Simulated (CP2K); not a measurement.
# GaN (Fm-3m) in CP2K: notebook, part 2 of 2

CP2K 2026.2.

### 4 Band structure, PBEsol

gan_bands.inp reads:

```
&GLOBAL
  PROJECT gan_bands
  RUN_TYPE ENERGY_FORCE
  PRINT_LEVEL LOW
&END GLOBAL
&FORCE_EVAL
  METHOD QS
  STRESS_TENSOR ANALYTICAL
  &DFT
    BASIS_SET_FILE_NAME BASIS_MOLOPT_UZH
    POTENTIAL_FILE_NAME POTENTIAL_UZH
    &MGRID
      CUTOFF 450
      REL_CUTOFF 60
      NGRIDS 4
    &END MGRID
    &QS
      METHOD GPW
      EPS_DEFAULT 1.0E-9
    &END QS
    &KPOINTS
      SCHEME MONKHORST-PACK 11 11 11
      GAMMA_CENTERED T
      SYMMETRY T
      SYMMETRY_BACKEND SPGLIB
    &END KPOINTS
    &SCF
      SCF_GUESS ATOMIC
      EPS_SCF 1.0E-6
      MAX_SCF 100
      ADDED_MOS 10
      CHOLESKY OFF
      EPS_EIGVAL 1.0E-7
      &DIAGONALIZATION ON
        ALGORITHM STANDARD
      &END DIAGONALIZATION
      &MIXING ON
        METHOD BROYDEN_MIXING
        ALPHA 0.4
        BETA 1.5
        NBUFFER 8
      &END MIXING
      &SMEAR ON
        METHOD FERMI_DIRAC
        ELECTRONIC_TEMPERATURE [K] 300.557
      &END SMEAR
    &END SCF
    &XC
      &XC_FUNCTIONAL
        &GGA_X_PBE_SOL
        &END GGA_X_PBE_SOL
        &GGA_C_PBE_SOL
        &END GGA_C_PBE_SOL
      &END XC_FUNCTIONAL
    &END XC
    &PRINT
      &KPOINTS ON
      &END KPOINTS
      &MULLIKEN ON
      &END MULLIKEN
      &MO ON
        ENERGIES T
        OCCUPATION_NUMBERS T
        &EACH
          QS_SCF 0
        &END EACH
        ADD_LAST NUMERIC
      &END MO
      &LOWDIN ON
      &END LOWDIN
      &HIRSHFELD ON
        SHAPE_FUNCTION DENSITY
      &END HIRSHFELD
      &BAND_STRUCTURE
        FILE_NAME bands.bs
        ADDED_MOS 6
        &KPOINT_SET
          UNITS B_VECTOR
          NPOINTS 6
          SPECIAL_POINT GAMMA 0.00000000 0.00000000 0.00000000
          SPECIAL_POINT X 0.50000000 0.00000000 0.50000000
          SPECIAL_POINT W 0.50000000 0.25000000 0.75000000
          SPECIAL_POINT K 0.37500000 0.37500000 0.75000000
          SPECIAL_POINT GAMMA 0.00000000 0.00000000 0.00000000
          SPECIAL_POINT L 0.50000000 0.50000000 0.50000000
          SPECIAL_POINT U 0.62500000 0.25000000 0.62500000
          SPECIAL_POINT W 0.50000000 0.25000000 0.75000000
          SPECIAL_POINT L 0.50000000 0.50000000 0.50000000
          SPECIAL_POINT K 0.37500000 0.37500000 0.75000000
        &END KPOINT_SET
        &KPOINT_SET
          UNITS B_VECTOR
          NPOINTS 6
          SPECIAL_POINT U 0.62500000 0.25000000 0.62500000
          SPECIAL_POINT X 0.50000000 0.00000000 0.50000000
        &END KPOINT_SET
      &END BAND_STRUCTURE
    &END PRINT
  &END DFT
  &SUBSYS
    &CELL
      A 3.0196782959 0.0000000000 0.0000000000
      B 1.5098391479 2.6151181155 0.0000000000
      C 1.5098391479 0.8717060385 2.4655570041
      PERIODIC XYZ
    &END CELL
    &COORD
      Ga  0.0000000000 0.0000000000 0.0000000000
      N   3.0196782958 1.7434120770 1.2327785020
    &END COORD
    &KIND Ga
      BASIS_SET TZVP-MOLOPT-PBE-GTH-q13
      POTENTIAL GTH-PBE-q13
    &END KIND
    &KIND N
      BASIS_SET TZVP-MOLOPT-PBE-GTH-q5
      POTENTIAL GTH-PBE-q5
    &END KIND
    &PRINT
      &ATOMIC_COORDINATES ON
      &END ATOMIC_COORDINATES
      &CELL ON
      &END CELL
    &END PRINT
  &END SUBSYS
  &PRINT
    &FORCES ON
    &END FORCES
    &STRESS_TENSOR ON
    &END STRESS_TENSOR
  &END PRINT
&END FORCE_EVAL
```

Potentials or basis: POTENTIAL_UZH Ga GTH-PBE-q13, N GTH-PBE-q5; TZVP-MOLOPT-PBE-GTH basis.

Launch:

```
$ OMP_NUM_THREADS=1 cp2k.psmp -i gan_bands.inp -o gan_bands.out
```

Wall time 2.3 min (1 thread of AMD EPYC 7R43 (Zen 3), shared host); peak memory 0.37 GiB.

The run converged. Its results:

* Free energy: -2295.5486 eV
* Pressure: -4.1 GPa
* Band gap on the k mesh: 0.32 eV, indirect (least direct gap 2.32 eV)
* Band gap along the path: 0.17 eV, indirect (least direct gap 2.32 eV)
* Mulliken charges: Ga +1.67; N -1.67 e
* Hirshfeld charges: Ga +0.34; N -0.34 e

Levels at the corners of the path, in eV from the valence-band top:
| point | band 6 | band 7 | band 8 | band 9 | band 10 | band 11 | band 12 | band 13 |
| --- | --- | --- | --- | --- | --- | --- | --- | --- |
| Γ | -13.84 | -0.55 | -0.55 | -0.55 | 1.77 | 14.72 | 14.72 | 14.72 |
| X | -11.01 | -7.07 | -3.04 | -3.04 | 0.17 | 7.79 | 11.50 | 13.90 |
| W | -11.23 | -5.31 | -5.31 | -4.70 | 4.77 | 9.38 | 10.06 | 10.06 |
| K | -11.41 | -6.11 | -5.77 | -2.12 | 2.81 | 8.72 | 10.81 | 12.04 |
| Γ | -13.84 | -0.55 | -0.55 | -0.55 | 1.77 | 14.72 | 14.72 | 14.72 |
| L | -13.70 | -8.25 | -0.16 | -0.16 | 4.37 | 8.68 | 8.68 | 8.88 |
| U | -11.41 | -6.11 | -5.77 | -2.12 | 2.81 | 8.72 | 10.81 | 12.04 |
| W | -11.23 | -5.31 | -5.31 | -4.70 | 4.77 | 9.38 | 10.06 | 10.06 |
| L | -13.70 | -8.25 | -0.16 | -0.16 | 4.37 | 8.68 | 8.68 | 8.88 |
| K | -11.41 | -6.11 | -5.77 | -2.12 | 2.81 | 8.72 | 10.81 | 12.04 |
| U | -11.41 | -6.11 | -5.77 | -2.12 | 2.81 | 8.72 | 10.81 | 12.04 |
| X | -11.01 | -7.07 | -3.04 | -3.04 | 0.17 | 7.79 | 11.50 | 13.90 |

Caveat: Mulliken charges move with the basis; the potentials were made for another functional, which shifts forces and pressure; the mesh misses the band edges, which the band path finds closer together; the basis of atomic orbitals isn't converged, which shifts pressures, moduli and gaps.

### 5 Band structure, r2SCAN

gan_bands.inp, as its differences from that of step 4:

```diff
@@ -12,5 +12,5 @@
     &MGRID
-      CUTOFF 450
+      CUTOFF 675
       REL_CUTOFF 60
-      NGRIDS 4
+      NGRIDS 5
     &END MGRID
@@ -18,3 +18,3 @@
       METHOD GPW
-      EPS_DEFAULT 1.0E-9
+      EPS_DEFAULT 1.0E-10
     &END QS
@@ -44,3 +44,3 @@
         METHOD FERMI_DIRAC
-        ELECTRONIC_TEMPERATURE [K] 300.557
+        ELECTRONIC_TEMPERATURE 580.23
       &END SMEAR
@@ -49,6 +49,6 @@
       &XC_FUNCTIONAL
-        &GGA_X_PBE_SOL
-        &END GGA_X_PBE_SOL
-        &GGA_C_PBE_SOL
-        &END GGA_C_PBE_SOL
+        &MGGA_X_R2SCAN
+        &END MGGA_X_R2SCAN
+        &MGGA_C_R2SCAN
+        &END MGGA_C_R2SCAN
       &END XC_FUNCTIONAL
@@ -75,3 +75,3 @@
         FILE_NAME bands.bs
-        ADDED_MOS 6
+        ADDED_MOS 2
         &KPOINT_SET
@@ -111,8 +111,8 @@
     &KIND Ga
-      BASIS_SET TZVP-MOLOPT-PBE-GTH-q13
-      POTENTIAL GTH-PBE-q13
+      BASIS_SET TZVP-MOLOPT-SCAN-GTH-q13
+      POTENTIAL GTH-SCAN-q13
     &END KIND
     &KIND N
-      BASIS_SET TZVP-MOLOPT-PBE-GTH-q5
-      POTENTIAL GTH-PBE-q5
+      BASIS_SET TZVP-MOLOPT-SCAN-GTH-q5
+      POTENTIAL GTH-SCAN-q5
     &END KIND
```

Potentials or basis: POTENTIAL_UZH Ga GTH-SCAN-q13, N GTH-SCAN-q5; TZVP-MOLOPT-SCAN-GTH basis.

Launch:

```
$ OMP_NUM_THREADS=1 cp2k.psmp -i gan_bands.inp -o gan_bands.out
```

Wall time 5.1 min (1 thread of AMD EPYC 7R43 (Zen 3), shared host); peak memory 0.4 GiB.

It converged, with:

```yaml
Free_energy: -2287.8226 eV
Pressure: -6.1 GPa
Band_gap_on_the_k_mesh: 0.81 eV, indirect (least direct gap 2.80 eV)
Band_gap_along_the_path: 0.67 eV, indirect (least direct gap 2.80 eV)
Mulliken_charges: Ga +1.92; N -1.92 e
Hirshfeld_charges: Ga +0.38; N -0.38 e
```

Levels at the corners of the path, in eV from the valence-band top:
| point | band 7 | band 8 | band 9 | band 10 | band 11 | band 12 |
| --- | --- | --- | --- | --- | --- | --- |
| Γ | -0.56 | -0.56 | -0.56 | 2.24 | 15.75 | 15.75 |
| X | -7.10 | -3.10 | -3.10 | 0.67 | 8.69 | 12.60 |
| W | -5.34 | -5.34 | -4.63 | 5.27 | 10.13 | 11.04 |
| K | -6.13 | -5.75 | -2.15 | 3.33 | 9.61 | 11.84 |
| Γ | -0.56 | -0.56 | -0.56 | 2.24 | 15.75 | 15.75 |
| L | -8.27 | -0.17 | -0.17 | 5.10 | 9.37 | 9.37 |
| U | -6.13 | -5.75 | -2.15 | 3.33 | 9.61 | 11.84 |
| W | -5.34 | -5.34 | -4.63 | 5.27 | 10.13 | 11.04 |
| L | -8.27 | -0.17 | -0.17 | 5.10 | 9.37 | 9.37 |
| K | -6.13 | -5.75 | -2.15 | 3.33 | 9.61 | 11.84 |
| U | -6.13 | -5.75 | -2.15 | 3.33 | 9.61 | 11.84 |
| X | -7.10 | -3.10 | -3.10 | 0.67 | 8.69 | 12.60 |

Caveat: Mulliken charges move with the basis; the mesh misses the band edges, which the band path finds closer together; the basis of atomic orbitals isn't converged, which shifts pressures, moduli and gaps.

### 6 Band structure, TB-mBJ

gan_bands.inp, as its differences from that of step 5:

```diff
@@ -2,3 +2,3 @@
   PROJECT gan_bands
-  RUN_TYPE ENERGY_FORCE
+  RUN_TYPE ENERGY
   PRINT_LEVEL LOW
@@ -7,3 +7,2 @@
   METHOD QS
-  STRESS_TENSOR ANALYTICAL
   &DFT
@@ -14,3 +13,3 @@
       REL_CUTOFF 60
-      NGRIDS 5
+      NGRIDS 4
     &END MGRID
@@ -18,3 +17,3 @@
       METHOD GPW
-      EPS_DEFAULT 1.0E-10
+      EPS_DEFAULT 1.0E-9
     &END QS
@@ -44,3 +43,3 @@
         METHOD FERMI_DIRAC
-        ELECTRONIC_TEMPERATURE 580.23
+        ELECTRONIC_TEMPERATURE [K] 580.226
       &END SMEAR
@@ -49,6 +48,6 @@
       &XC_FUNCTIONAL
-        &MGGA_X_R2SCAN
-        &END MGGA_X_R2SCAN
-        &MGGA_C_R2SCAN
-        &END MGGA_C_R2SCAN
+        &MGGA_X_TB09
+        &END MGGA_X_TB09
+        &LDA_C_PW
+        &END LDA_C_PW
       &END XC_FUNCTIONAL
@@ -68,13 +67,8 @@
       &END MO
-      &LOWDIN ON
-      &END LOWDIN
-      &HIRSHFELD ON
-        SHAPE_FUNCTION DENSITY
-      &END HIRSHFELD
       &BAND_STRUCTURE
         FILE_NAME bands.bs
-        ADDED_MOS 2
+        ADDED_MOS 6
         &KPOINT_SET
           UNITS B_VECTOR
-          NPOINTS 6
+          NPOINTS 8
           SPECIAL_POINT GAMMA 0.00000000 0.00000000 0.00000000
@@ -92,3 +86,3 @@
           UNITS B_VECTOR
-          NPOINTS 6
+          NPOINTS 8
           SPECIAL_POINT U 0.62500000 0.25000000 0.62500000
@@ -101,5 +95,4 @@
     &CELL
-      A 3.0196782959 0.0000000000 0.0000000000
-      B 1.5098391479 2.6151181155 0.0000000000
-      C 1.5098391479 0.8717060385 2.4655570041
+      ABC 3.0196782959 3.0196782959 3.0196782959
+      ALPHA_BETA_GAMMA 60.0000000005 60.0000000008 60.0000000008
       PERIODIC XYZ
@@ -111,8 +104,8 @@
     &KIND Ga
-      BASIS_SET TZVP-MOLOPT-SCAN-GTH-q13
-      POTENTIAL GTH-SCAN-q13
+      BASIS_SET TZVP-MOLOPT-PBE-GTH-q13
+      POTENTIAL GTH-PBE-q13
     &END KIND
     &KIND N
-      BASIS_SET TZVP-MOLOPT-SCAN-GTH-q5
-      POTENTIAL GTH-SCAN-q5
+      BASIS_SET TZVP-MOLOPT-PBE-GTH-q5
+      POTENTIAL GTH-PBE-q5
     &END KIND
@@ -128,4 +121,2 @@
     &END FORCES
-    &STRESS_TENSOR ON
-    &END STRESS_TENSOR
   &END PRINT
```

Potentials or basis: POTENTIAL_UZH Ga GTH-PBE-q13, N GTH-PBE-q5; TZVP-MOLOPT-PBE-GTH basis.

Launch:

```
$ OMP_NUM_THREADS=1 cp2k.psmp -i gan_bands.inp -o gan_bands.out
```

Wall time 8.4 min (1 thread of AMD EPYC 7R43 (Zen 3), shared host); peak memory 0.38 GiB.

The run converged. Its results:

| Quantity | Value |
| --- | --- |
| Band gap on the k mesh | 0.26 eV, indirect (least direct gap 2.60 eV) |
| Band gap along the path | 0.11 eV, indirect (least direct gap 2.60 eV) |
| Mulliken charges | Ga +1.52; N -1.52 e |

Levels at the corners of the path, in eV from the valence-band top:
```csv
point,band 7,band 8,band 9,band 10,band 11,band 12
Γ,-0.89,-0.89,-0.89,1.71,14.95,14.95
X,-7.40,-3.42,-3.42,0.11,8.31,12.11
W,-5.47,-5.47,-4.76,4.87,9.37,10.49
K,-6.26,-5.82,-2.29,2.80,9.07,11.32
Γ,-0.89,-0.89,-0.89,1.71,14.95,14.95
L,-7.75,-0.08,-0.08,4.39,8.57,8.57
U,-6.26,-5.82,-2.29,2.80,9.07,11.32
W,-5.47,-5.47,-4.76,4.87,9.37,10.49
L,-7.75,-0.08,-0.08,4.39,8.57,8.57
K,-6.26,-5.82,-2.29,2.80,9.07,11.32
U,-6.26,-5.82,-2.29,2.80,9.07,11.32
X,-7.40,-3.42,-3.42,0.11,8.31,12.11
```

Caveat: Mulliken charges move with the basis; this is a model potential without an energy functional, so only levels have meaning; the potentials were made for another functional, which shifts forces and pressure; the mesh misses the band edges, which the band path finds closer together; the basis of atomic orbitals isn't converged, which shifts pressures, moduli and gaps.

### 7 The runs side by side

| level | potentials or basis | smearing | EPS_DEFAULT | NGRIDS | points a segment of the path (NPOINTS) | bands added on the path | CUTOFF of the grids | gap on the mesh (eV) | pressure (GPa) |
| --- | --- | --- | --- | --- | --- | --- | --- | --- | --- |
| PBE | POTENTIAL_UZH Ga GTH-PBE-q13, N GTH-PBE-q5; TZVP-MOLOPT-PBE-GTH basis | fermi-dirac 0.1 eV | 1.0E-10 | 5 | 6 | 6 | 450 Ry | 0.47 | 2.4 |
| LDA | GTH_POTENTIALS Ga GTH-PADE-q13, N GTH-PADE-q5; TZVP-MOLOPT-PBE-GTH basis | fermi-dirac 0.05 eV | 1.0E-9 | 5 | 10 | 6 | 450 Ry | 0.22 | -10.4 |
| PBEsol | POTENTIAL_UZH Ga GTH-PBE-q13, N GTH-PBE-q5; TZVP-MOLOPT-PBE-GTH basis | fermi-dirac 0.0259 eV | 1.0E-9 | 4 | 6 | 6 | 450 Ry | 0.32 | -4.1 |
| r2SCAN | POTENTIAL_UZH Ga GTH-SCAN-q13, N GTH-SCAN-q5; TZVP-MOLOPT-SCAN-GTH basis | fermi-dirac 0.05 eV | 1.0E-10 | 5 | 6 | 2 | 675 Ry | 0.81 | -6.1 |
| TB-mBJ | POTENTIAL_UZH Ga GTH-PBE-q13, N GTH-PBE-q5; TZVP-MOLOPT-PBE-GTH basis | fermi-dirac 0.05 eV | 1.0E-9 | 4 | 8 | 6 | 675 Ry | 0.26 | - |

Alike in all rows: task band structure; no spin polarisation; cell as given; k mesh 11 × 11 × 11.

Caveats: the mesh misses the band edges, which the band path finds closer together; the basis of atomic orbitals isn't converged, which shifts pressures, moduli and gaps; the potentials were made for another functional, which shifts forces and pressure (some runs); the real-space grid breaks the cell's symmetry a little (some runs); this is a model potential without an energy functional, so only levels have meaning (some runs).

Total energies depend on the potentials used, so only differences within one code and one set of settings carry meaning.
